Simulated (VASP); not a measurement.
## Band edges against the vacuum: CdTe(110)

Where do the bulk band edges lie against the vacuum outside CdTe(110)?

Method: PBEsol; plane waves and PAW (Cd, Te), in VASP 6.6.1.

This is a report of a sequence of runs, with most program output left out.

### 1. Starting point

It takes space group F-43m (No. 216, cubic). Conventional cell: a = 6.480 Å, b = 6.480 Å, c = 6.480 Å, α = 90.00°, β = 90.00°, γ = 90.00°. Nearest to Cd lie 4 Te at 2.81 Å. Nearest to Te lie 4 Cd at 2.81 Å. Farther neighbours and most contacts between anions are not listed.

As a file:

```cif
data_structure
_symmetry_space_group_name_H-M 'P 1'
_symmetry_Int_Tables_number 1
_cell_length_a 4.5821
_cell_length_b 4.5821
_cell_length_c 4.5821
_cell_angle_alpha 60.000
_cell_angle_beta 60.000
_cell_angle_gamma 60.000
_cell_volume 68.02
loop_
_atom_site_label
_atom_site_type_symbol
_atom_site_fract_x
_atom_site_fract_y
_atom_site_fract_z
_atom_site_occupancy
Cd1 Cd 0.00000 0.00000 0.00000 1
Te2 Te 0.25000 0.25000 0.25000 1
```

### 2. Relaxing the bulk crystal

The later steps need the crystal at this functional's own lattice; a raised cutoff keeps the stress reliable while the cell changes.

INCAR reads:

```
SYSTEM = CdTe
PREC = Accurate
ENCUT = 360
EDIFF = 1E-06
NELM = 120
ISMEAR = 0
SIGMA = 0.03
LREAL = .FALSE.
ALGO = Normal
GGA = PS
NBANDS = 15
LORBIT = 11
LWAVE = .FALSE.
LCHARG = .FALSE.
KPAR = 4
LASPH = .TRUE.
IBRION = 2
NSW = 40
ISIF = 3
EDIFFG = -0.02
POTIM = 0.4
```

POSCAR reads:

```
CdTe
1.0
    0.0000000000      3.2400000000      3.2400000000
    3.2400000000      0.0000000000      3.2400000000
    3.2400000000      3.2400000000      0.0000000000
Cd Te
1 1
Direct
    0.0000000000      0.0000000000      0.0000000000
    0.2500000000      0.2500000000      0.2500000000
```

KPOINTS reads:

```
Automatic mesh
0
Gamma
5 5 5
0 0 0
```

The projector-augmented-wave data sets are Cd and Te (PBE family, release 64).

Started as:

```bash
> mpirun -np 4 vasp_std
```

It took 2.6 s on 4 MPI ranks of AMD EPYC 9R45, shared host; peak memory 0.49 GiB; 8.1 s of CPU time.

The PAW data sets were made with PBE, which is usual practice but a small mismatch for other functionals. The run keeps the 24 symmetry operations of its start, so it cannot find a distortion of lower symmetry.

Little changed from the start: no atom moved by 0.005 Å and no cell edge by 0.1 %.

Numbers from this step:

```
electronic steps    : 13
electrons           : 18
free energy (TOTEN) : -5.468 eV
Fermi energy        : 2.389 eV
```

The start already met the threshold, so nothing moved.

### 3. Band edges of the bulk

A static bulk run at the slab's cutoff gives the band edges and the core potentials that tie them to the slab.

INCAR reads:

```
SYSTEM = CdTe
PREC = Normal
ENCUT = 320
EDIFF = 1E-06
NELM = 120
ISMEAR = 0
SIGMA = 0.03
LREAL = .FALSE.
ALGO = Normal
GGA = PS
NBANDS = 15
LORBIT = 11
LWAVE = .FALSE.
LCHARG = .FALSE.
KPAR = 4
LASPH = .TRUE.
```

POSCAR is that of step 2.

KPOINTS reads:

```
Automatic mesh
0
Gamma
12 12 12
0 0 0
```

Started as:

```bash
> mpirun -np 4 vasp_std
```

It took 3.8 s on 4 MPI ranks; peak memory 0.5 GiB; 12 s of CPU time.

The gap is read on the k-mesh alone, so it is an upper bound where the band edges lie off the mesh.

This step gave:

| Quantity | Value |
| --- | --- |
| free energy (TOTEN) | -5.491 eV |
| Fermi energy | 2.400 eV |
| metallic | no |
| gap on the k-mesh | 0.6587 eV |
| least direct gap on the k-mesh | 0.6587 eV |

### 4. Relaxing the slab

System of this step: CdTe(110). The cell holds 18 atoms: 9 Cd and 9 Te. Cell: a = 4.582 Å, b = 6.480 Å, c = 34.328 Å, α = 90.0°, β = 90.0°, γ = 90.0°. It derives from CdTe. 9 layers, cut at this functional's lattice. Vacuum lies along c.

All atoms relax at the fixed cell.

INCAR reads:

```
SYSTEM = CdTe
PREC = Normal
ENCUT = 320
EDIFF = 1E-05
NELM = 120
ISMEAR = 0
SIGMA = 0.03
LREAL = Auto
ALGO = Fast
GGA = PS
NBANDS = 100
LORBIT = 11
LWAVE = .FALSE.
LCHARG = .FALSE.
KPAR = 2
NCORE = 2
LASPH = .TRUE.
IBRION = 2
NSW = 60
ISIF = 2
EDIFFG = -0.03
POTIM = 0.4
MAXMIX = 40
IDIPOL = 3
LDIPOL = .TRUE.
DIPOL = 0.5 0.5 0.5
```

POSCAR reads:

```
CdTe
1.0
    4.5820519421      0.0000000000      0.0000000000
    0.0000000000      6.4800000000      0.0000000000
    0.0000000000      0.0000000000     34.3282077684
Cd Te
9 9
Direct
    0.0000000000      0.0000000000      0.2330445000
    0.5000000000      0.5000000000      0.2997833700
    0.0000000000      0.0000000000      0.3665222500
    0.5000000000      0.5000000000      0.4332611200
    0.0000000000      0.0000000000      0.5000000000
    0.5000000000      0.5000000000      0.5667388800
    0.0000000000      0.0000000000      0.6334777500
    0.5000000000      0.5000000000      0.7002166300
    0.0000000000      0.0000000000      0.7669555000
    0.0000000000      0.7500000000      0.2997833700
    0.5000000000      0.2500000000      0.2330445000
    0.0000000000      0.7500000000      0.4332611200
    0.5000000000      0.2500000000      0.3665222500
    0.0000000000      0.7500000000      0.5667388800
    0.5000000000      0.2500000000      0.5000000000
    0.0000000000      0.7500000000      0.7002166300
    0.5000000000      0.2500000000      0.6334777500
    0.5000000000      0.2500000000      0.7669555000
```

KPOINTS reads:

```
Automatic mesh
0
Gamma
5 4 1
0 0 0
```

Started as:

```bash
> mpirun -np 4 vasp_std
```

The job ended after 6.8 min (4 MPI ranks; peak memory 1.2 GiB; 26 min of CPU time).

The run keeps the 4 symmetry operations of its start, so it cannot find a distortion of lower symmetry.

The steps of the relaxation:

| step | energy less that of the first step (eV) | largest force (eV/Å) |
| --- | --- | --- |
| 1 | 0.0000 | 1.0332 |
| 2 | -0.1262 | 0.8863 |
| 3 | -0.3711 | 0.5602 |
| 4 | -0.3728 | 0.8841 |
| 5 | -0.4400 | 0.6761 |
| 6 | -0.5982 | 0.5442 |
| 7 | -0.8094 | 0.4024 |
| 8 | -0.8583 | 0.1206 |
| 9 | -0.8597 | 0.1401 |
| 10 | -0.8685 | 0.0829 |
| 11 | -0.8722 | 0.1214 |
| 12 | -0.8781 | 0.0593 |
| 13 | -0.8800 | 0.0607 |
| 14 | -0.8801 | 0.0728 |
| 15 | -0.8825 | 0.0460 |
| 16 | -0.8825 | 0.0444 |
| 17 | -0.8835 | 0.0267 |

The atoms that moved most (Å):

| atom | dx | dy | dz | length |
| --- | --- | --- | --- | --- |
| Cd9 | 0.000 | 0.356 | -0.514 | 0.626 |
| Cd1 | 0.000 | 0.356 | 0.514 | 0.626 |
| Te18 | 0.000 | 0.047 | 0.281 | 0.285 |
| Te11 | 0.000 | 0.047 | -0.281 | 0.285 |
| Cd2 | 0.000 | -0.140 | -0.176 | 0.225 |
| Cd8 | 0.000 | -0.140 | 0.176 | 0.225 |
| Te16 | 0.000 | -0.116 | -0.011 | 0.116 |
| Te10 | 0.000 | -0.116 | 0.011 | 0.116 |

The relaxed structure:

```xyz
18
Lattice="4.5821 0.0000 0.0000 0.0000 6.4800 0.0000 0.0000 0.0000 34.3282" Properties=species:S:1:pos:R:3
Cd    0.0000    0.3565    8.5144
Cd    2.2910    3.0995   10.1155
Cd    0.0000   -0.0527   12.5708
Cd    2.2910    3.2076   14.8328
Cd    0.0000   -0.0089   17.1641
Cd    2.2910    3.2076   19.4954
Cd    0.0000   -0.0527   21.7574
Cd    2.2910    3.0995   24.2127
Cd    0.0000    0.3565   25.8138
Te    0.0000    4.7444   10.3017
Te    2.2910    1.6669    7.7192
Te    0.0000    4.8396   14.8734
Te    2.2910    1.5840   12.5230
Te    0.0000    4.8396   19.4548
Te    2.2910    1.6170   17.1641
Te    0.0000    4.7444   24.0265
Te    2.2910    1.5840   21.8052
Te    2.2910    1.6669   26.6090
```

This step gave:

| Item | Value |
| --- | --- |
| electronic steps | 174 |
| electrons | 162 |
| free energy (TOTEN) | -48.39 eV |
| Fermi energy | -0.5989 eV |
| dipole moment | 0, 0, 0 e·Å |
| gap on the k-mesh | 0.9968 eV |
| least direct gap on the k-mesh | 0.9968 eV |

The run ended after 17 ionic steps, 0.884 eV below its first step, once the forces on the free atoms met EDIFFG = -0.03.

### 5. Potential and states of the slab

A static run writes the electrostatic potential without exchange and correlation (LVHAR), which is flat in the vacuum and gives the level to count from. The dipole correction cancels the field that unlike faces would set up across the vacuum.

INCAR reads:

```
SYSTEM = CdTe
PREC = Normal
ENCUT = 320
EDIFF = 1E-06
NELM = 120
ISMEAR = 0
SIGMA = 0.03
LREAL = Auto
ALGO = Fast
GGA = PS
NBANDS = 100
LORBIT = 11
LWAVE = .FALSE.
LCHARG = .TRUE.
KPAR = 2
LASPH = .TRUE.
IDIPOL = 3
LDIPOL = .TRUE.
DIPOL = 0.5 0.5 0.5
LVHAR = .TRUE.
LVACPOTAV = .TRUE.
NEDOS = 1500
```

POSCAR reads:

```
CdTe
1.0
    4.5820519421      0.0000000000      0.0000000000
    0.0000000000      6.4800000000      0.0000000000
    0.0000000000      0.0000000000     34.3282077684
Cd Te
9 9
Direct
    0.0000000000      0.0550091479      0.2480291294
    0.5000000000      0.4783232439      0.2946706710
    0.0000000000      0.9918727778      0.3661950273
    0.5000000000      0.4950040781      0.4320873700
    0.0000000000      0.9986296275      0.5000000000
    0.5000000000      0.4950040781      0.5679126300
    0.0000000000      0.9918727778      0.6338049727
    0.5000000000      0.4783232439      0.7053293290
    0.0000000000      0.0550091479      0.7519708706
    0.0000000000      0.7321606101      0.3000935315
    0.5000000000      0.2572435096      0.2248645120
    0.0000000000      0.7468593170      0.4332716017
    0.5000000000      0.2444445992      0.3648027055
    0.0000000000      0.7468593170      0.5667283983
    0.5000000000      0.2495358052      0.5000000000
    0.0000000000      0.7321606101      0.6999064685
    0.5000000000      0.2444445992      0.6351972945
    0.5000000000      0.2572435096      0.7751354880
```

KPOINTS is that of step 4.

KPOINTS_OPT reads:

```
Line mode
14
Line-mode
Reciprocal
  0.00000000   0.00000000   0.00000000 GAMMA
  0.50000000   0.00000000   0.00000000 X

  0.50000000   0.00000000   0.00000000 X
  0.50000000   0.50000000   0.00000000 S

  0.50000000   0.50000000   0.00000000 S
  0.00000000   0.50000000   0.00000000 Y

  0.00000000   0.50000000   0.00000000 Y
  0.00000000   0.00000000   0.00000000 GAMMA

  0.00000000   0.00000000   0.00000000 GAMMA
  0.50000000   0.50000000   0.00000000 S
```

Started as:

```bash
> mpirun -np 4 vasp_std
```

Wall time 3.9 min (4 MPI ranks); peak memory 1.6 GiB.

This step gave:

```yaml
electronic_steps: 19
fermi_energy: -0.6073 eV
least_gap_on_mesh_and_path: 0.9966 eV
least_direct_gap_on_mesh_and_path: 0.9966 eV
vacuum_levels: 4.457, 4.457 eV
ionisation_potentials_of_the_upper_and_lower_face: 5.204, 5.204 eV
electron_affinities_of_the_upper_and_lower_face: 4.207, 4.207 eV
```

The electronic bands at the labelled points (eV, zero at the valence-band top; v1 is the highest filled band, c1 the lowest empty one):

| point | v4 | v3 | v2 | v1 | c1 | c2 | c3 | c4 |
| --- | --- | --- | --- | --- | --- | --- | --- | --- |
| Γ | -0.21 | -0.13 | -0.06 | 0.00 | 1.00 | 1.63 | 2.12 | 2.46 |
| 0.46 of the way | -0.78 | -0.78 | -0.64 | -0.36 | 2.22 | 2.57 | 2.72 | 2.86 |
| X | -1.28 | -1.01 | -0.98 | -0.85 | 2.10 | 2.16 | 2.61 | 2.73 |
| 0.46 of the way | -1.06 | -0.99 | -0.92 | -0.82 | 2.32 | 2.38 | 2.59 | 2.69 |
| S | -0.92 | -0.91 | -0.71 | -0.69 | 1.85 | 1.99 | 2.30 | 2.73 |
| 0.46 of the way | -0.83 | -0.79 | -0.67 | -0.64 | 2.50 | 2.55 | 2.80 | 2.83 |
| Y | -0.73 | -0.71 | -0.67 | -0.66 | 1.82 | 1.85 | 2.09 | 2.09 |
| 0.46 of the way | -0.40 | -0.40 | -0.40 | -0.36 | 1.91 | 1.92 | 2.02 | 2.07 |
| Γ | -0.21 | -0.13 | -0.06 | 0.00 | 1.00 | 1.63 | 2.12 | 2.46 |
| 0.46 of the way | -0.73 | -0.71 | -0.44 | -0.42 | 2.09 | 2.58 | 2.78 | 2.80 |
| S | -0.92 | -0.91 | -0.71 | -0.69 | 1.85 | 1.99 | 2.30 | 2.73 |

Of the projections kept (Cd, Te), the largest for each band there; the rest of the weight can lie on other orbitals:

| point | v4 | v3 | v2 | v1 | c1 | c2 | c3 | c4 |
| --- | --- | --- | --- | --- | --- | --- | --- | --- |
| Γ | Te 0.81 | Te 0.81 | Te 0.82 | Te 0.82 | Te 0.53 | Te 0.59 | Te 0.55 | Cd 0.53 |
| X | Te 0.83 | Te 0.84 | Te 0.79 | Te 0.83 | Cd 0.62 | Cd 0.62 | Cd 0.62 | Cd 0.59 |
| S | Te 0.79 | Te 0.81 | Te 0.84 | Te 0.82 | Cd 0.64 | Cd 0.56 | Cd 0.58 | Te 0.51 |
| Y | Te 0.78 | Te 0.78 | Te 0.82 | Te 0.82 | Cd 0.62 | Cd 0.59 | Cd 0.54 | Cd 0.59 |
| Γ | Te 0.81 | Te 0.81 | Te 0.82 | Te 0.82 | Te 0.53 | Te 0.59 | Te 0.55 | Cd 0.53 |
| S | Te 0.79 | Te 0.81 | Te 0.84 | Te 0.82 | Cd 0.64 | Cd 0.56 | Cd 0.58 | Te 0.51 |

The planar average of the electrostatic potential oscillates, so the rows of the table below give means over windows of 2.29 Å about each position, cut where the curve ends. Its maxima inside the range that stand out by 2 % of the span (Å: eV): 8.9: 0.654, 11.4: 1.78, 13.7: 1.78, 16.0: 1.79, 18.3: 1.79, 20.6: 1.78, 22.9: 1.78, 25.4: 0.654. Its minima: 7.8: -5.07, 10.3: -6.39, 12.6: -6.19, 14.9: -6.27, 17.2: -6.25, 19.5: -6.27, 21.7: -6.19, 24.0: -6.39, 26.5: -5.07.

Zero at the Fermi level. The planar average of the electrostatic potential by height; means over each step:

| height (Å) | planar average of the electrostatic potential (eV) |
| --- | --- |
| 1.15 | 5.06 |
| 3.44 | 5.06 |
| 5.72 | 4.68 |
| 8.02 | -1.82 |
| 10.30 | -2.64 |
| 12.59 | -2.30 |
| 14.88 | -2.32 |
| 17.18 | -2.31 |
| 19.46 | -2.32 |
| 21.75 | -2.30 |
| 24.04 | -2.65 |
| 26.34 | -1.80 |
| 28.62 | 4.70 |
| 30.91 | 5.06 |
| 33.21 | 5.06 |

Density of states in the PAW spheres, an atom over height of the layer and energy from the Fermi level.

Values in states/eV, 22 rows by 15 columns, each cell a mean:
```
0.00 0.00 0.00 0.00 0.00 0.00 0.00 0.00 0.00 0.00 0.00 0.00 0.00 0.00 0.00
0.01 0.00 0.00 0.02 0.02 0.01 0.00 0.02 0.01 0.01 0.01 0.02 0.00 0.00 0.01
0.24 0.07 0.06 0.28 0.28 0.06 0.07 0.33 0.21 0.20 0.17 0.28 0.06 0.07 0.24
0.90 0.19 0.14 0.60 0.65 0.16 0.14 0.53 0.32 0.34 0.40 0.60 0.14 0.19 0.90
1.26 0.22 0.28 0.79 0.76 0.23 0.23 0.81 0.54 0.52 0.50 0.79 0.28 0.22 1.26
0.84 0.19 0.25 0.73 0.76 0.23 0.23 0.77 0.53 0.50 0.50 0.73 0.25 0.19 0.84
0.56 0.20 0.23 0.73 0.90 0.28 0.28 0.82 0.52 0.55 0.59 0.73 0.23 0.20 0.56
0.32 0.15 0.16 0.53 0.50 0.20 0.20 0.57 0.38 0.39 0.35 0.53 0.16 0.15 0.32
0.19 0.12 0.12 0.24 0.23 0.10 0.11 0.23 0.18 0.17 0.16 0.24 0.12 0.12 0.19
0.21 0.23 0.12 0.19 0.10 0.06 0.07 0.08 0.08 0.07 0.08 0.19 0.12 0.23 0.21
0.12 0.20 0.08 0.18 0.11 0.12 0.12 0.15 0.13 0.13 0.11 0.18 0.08 0.20 0.12
0.37 0.53 0.37 0.44 0.33 0.33 0.25 0.29 0.23 0.27 0.33 0.44 0.37 0.53 0.37
0.16 0.16 0.49 0.45 0.53 0.54 0.62 0.59 0.63 0.61 0.53 0.45 0.49 0.16 0.16
0.02 0.03 0.02 0.04 0.06 0.07 0.03 0.04 0.03 0.03 0.06 0.04 0.02 0.03 0.02
0.00 0.00 0.00 0.00 0.00 0.00 0.00 0.00 0.00 0.00 0.00 0.00 0.00 0.00 0.00
0.00 0.00 0.00 0.00 0.00 0.00 0.00 0.00 0.00 0.00 0.00 0.00 0.00 0.00 0.00
0.00 0.00 0.00 0.00 0.00 0.00 0.00 0.00 0.00 0.00 0.00 0.00 0.00 0.00 0.00
0.00 0.00 0.00 0.00 0.00 0.00 0.00 0.00 0.00 0.00 0.00 0.00 0.00 0.00 0.00
0.00 0.00 0.00 0.00 0.00 0.00 0.00 0.00 0.00 0.00 0.00 0.00 0.00 0.00 0.00
0.00 0.00 0.00 0.00 0.00 0.00 0.00 0.00 0.00 0.00 0.00 0.00 0.00 0.00 0.00
0.03 0.22 0.44 0.05 0.06 0.51 0.60 0.08 0.35 0.34 0.29 0.05 0.44 0.22 0.03
0.39 3.13 3.75 0.27 0.26 2.85 2.85 0.25 1.59 1.55 1.56 0.27 3.75 3.13 0.39
```
Columns: height of the layer (Å) from 7.7 to 26.6 (not evenly spaced); rows upwards: energy from the Fermi level (eV) from -7.9 to 0.5.

Valence density in the cb plane at fractional x = 0.000, with atoms of Cd and Te within 0.2 Å of it. It is the smooth field of the valence electrons, not physical close to the nuclei.

Values in e/Å³, 9 rows by 16 columns, each cell a mean:
```
0.0 0.0 0.0 0.0 0.0 0.0 0.0 0.1 1.3 0.5 0.3 0.4 4.3 1.4 0.3 0.3
0.0 0.0 0.0 0.0 0.0 0.0 0.0 0.0 0.1 0.4 0.3 0.4 0.4 0.3 0.4 0.4
0.0 0.0 0.0 0.0 0.0 0.0 0.0 0.0 0.1 0.4 0.0 0.4 0.1 0.2 0.3 0.3
0.0 0.0 0.0 0.0 0.0 0.0 0.0 0.0 0.0 0.3 0.4 0.2 0.0 0.1 0.3 0.3
0.0 0.0 0.0 0.0 0.0 0.0 0.0 0.0 0.0 0.1 0.1 0.0 0.0 0.0 0.1 0.1
0.0 0.0 0.0 0.0 0.0 0.0 0.0 0.0 0.0 0.0 0.0 0.0 0.0 0.0 0.0 0.0
0.0 0.0 0.0 0.0 0.0 0.0 0.0 0.1 0.2 0.1 0.0 0.0 0.1 0.0 0.0 0.0
0.0 0.0 0.0 0.0 0.0 0.0 0.0 0.3 2.6 0.7 0.0 0.1 0.6 0.2 0.0 0.0
0.0 0.0 0.0 0.0 0.0 0.0 0.0 0.5 6.4 1.5 0.1 0.3 5.0 1.5 0.1 0.1
```
Columns run along c (16.0 Å, from fractional 0.00 to 0.47 of the cell), rows up along b (6.5 Å). Atoms in or near the plane, at fractional coordinates: Cd at (0.25, 0.06), Cd at (0.37, 0.99), Te at (0.30, 0.73), Te at (0.43, 0.75).

Electrostatic potential energy in the cb plane at fractional x = 0.000, with atoms of Cd and Te within 0.2 Å of it. With pseudopotentials it is smooth inside the atoms' cores, unlike the true potential.

Ten even steps from '0' (-61 eV) to '9' (4 eV), each cell a mean:
```
99999999999999999999987777899998776677999999
99999999999999999999998888887788877778886578
99999999999999999999999998720158888888830016
99999999999999999999999998300017999999600003
99999999999999999999999998200006999999600002
99999999999999999999999998400027999999830016
99999999999999999999999999853479999999975568
99999999999999999999999999988899999999999999
99999999999999999999999999999999999999999999
99999999999999999999999999999999999999999999
99999999999999999999999999999999999999999999
99999999999999999999999999999999999999999999
99999999999999999999999999999999999999999999
99999999999999999999988778999999999999999999
99999999999999999999977777899999987789999999
99999999999999999999877667899999877778999999
99999999999999999999877667899998776677999999
```
Columns run along c (16.0 Å, from fractional 0.00 to 0.47 of the cell; values clipped at the 3rd and 97th percentile), rows up along b (6.5 Å). Atoms in or near the plane, at fractional coordinates: Cd at (0.25, 0.06), Cd at (0.37, 0.99), Te at (0.30, 0.73), Te at (0.43, 0.75).

The map of layer states is cut here 0.5 eV above the Fermi level, so it leaves out the states above that.

The vacuum level lies 5.20 eV above the highest filled level at the upper face; both faces agree, as the slab has next to no dipole.

The program found no field-free point at its default tolerance, and its printed vacuum level lies off the flat part of the planar average, by -0.02 eV at the upper face; the levels here are read from the flat part.

### 6. Lining up bulk and slab

This step: band edges against the vacuum, PBEsol; plane waves and PAW (VASP 6.6.1).

This step runs nothing: it gathers the runs above.

This step gave:

* ionisation energy: 5.184 eV
* offset spread: 0.007000 eV
* bulk gap: 0.6587 eV
* slab gap: 0.9966 eV
* electron affinity: 4.526 eV
* buckling: 0.7952 Å
* tilt: 31.25 degree
* surface energy, relaxed: 0.2780 J/m²

The averaged core potentials of the four middle atoms lie -2.944 eV from those of the bulk run. The bulk valence top (2.217 eV), moved by that offset, is taken from the upper vacuum level (4.457 eV).

### 7. What came out

- ionisation energy: 5.18 eV
- electron affinity: 4.53 eV
- buckling: 0.795 Å
- surface energy, relaxed: 0.278 J/m²

In words: The bulk valence-band top lies 5.18 eV below the vacuum of CdTe(110), and the conduction-band bottom 4.53 eV. The top layer buckles by 0.80 Å, a tilt of 31°, with Te outermost, as the anion takes the dangling-bond electrons and the cation flattens towards sp². The surface costs 0.28 J/m². The slab's least gap is 1.00 eV, against 0.66 eV in the bulk. Confinement widens it, surface states can narrow it, and the two gaps need not lie at the same wave vector; the faces' own affinities count to the slab's lowest empty state. The offsets of the four middle atoms spread by 0.01 eV; a shift common to all four would not show in it. One thickness was run. Semilocal band edges put the valence top too high and the gap too small. Spin-orbit coupling, left out here, would raise the valence top further.

[Lines on the potential files, build, host, timing and source positions are cut from VASP's logs without a mark.]

[Logs are printed without paths, hosts, clocks, repeated set-up lines and the standing remarks that a program may print on its own settings, such as how far it seeks lower states.]

[Hosts, paths, dates, database ids (printed as entryN), source tags and the programs' standing remarks are cut or masked in the printed files.]

[Runs that stopped without an error message from VASP are left out.]
